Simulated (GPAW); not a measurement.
Here is a GPAW 26.7.0 calculation.

The input run.py:

```python
from ase import Atoms
from ase.dft.bandgap import bandgap
from ase.io import write
from ase.units import GPa
from gpaw import GPAW, PW, setup_paths

setup_paths.insert(0, '.')

atoms = Atoms(['Pt', 'Pt', 'Te', 'Te'],
              cell=[[4.2628798384, 0.0, 0.0],
                    [-2.1314399192, 3.6917622333, 0.0],
                    [0.0, 0.0, 5.661771]],
              scaled_positions=[[0.0, 0.0, 0.0],
                                [0.0, 0.0, 0.5],
                                [0.3333333333, 0.6666666667, 0.25],
                                [0.6666666667, 0.3333333333, 0.75]],
              pbc=True)

calc = GPAW(mode=PW(600),
            xc='PBEsol',
            kpts={'size': (5, 5, 4), 'gamma': True},
            occupations={'name': 'fermi-dirac', 'width': 0.05},
            setups={'Pt': ':d,3.0'},
            nbands=39,
            convergence={'density': 1e-05, 'energy': 1e-05},
            maxiter=150,
            txt='gpaw.txt')
atoms.calc = calc
energy = atoms.get_potential_energy()
forces = atoms.get_forces()
stress = atoms.get_stress()
calc.write('gs.gpw')
write('result.traj', atoms)
print(f'Energy: {energy:.6f} eV')
print('Forces (eV/A):')
print(forces.round(4))
print('Stress (GPa):', (stress / GPa).round(3))
print('Fermi level:', round(calc.get_fermi_level(), 4), 'eV')
print(f'Gap: {bandgap(calc)[0]:.4f} eV, direct: {bandgap(calc, direct=True)[0]:.4f} eV')

path = atoms.cell.bandpath('GMKGALHA,LM,KH', npoints=100, eps=1e-4)
bs_calc = calc.fixed_density(kpts=path, symmetry='off', nbands=58,
                             convergence={'bands': 'CBM+6.0', 'eigenstates': 1e-6}, txt='bands.txt')
bs = bs_calc.band_structure()
bs.write('bs.json')
print(f'Gap on the path: {bandgap(bs_calc)[0]:.4f} eV')
```

Potentials or basis: PAW data sets generated in the run's folder for this functional, pw.

The run is started by

```bash
$ gpaw-setup -f PBEsol Pt Te
$ OMP_NUM_THREADS=1 python run.py
```

Predict the pressure.

-7.0 GPa.

What does it give for the band gap along the path?

None (metal or under the smearing width).

Stress tensor (GPa, compression positive):
```
-7.25  0.00  0.00
 0.00 -7.25  0.00
 0.00  0.00 -6.64
```

Caveat: spin-orbit coupling is left out, which moves the levels of the heavy elements; U without spin polarisation on a metal has little footing; the U is typed as a test and isn't derived for this compound.
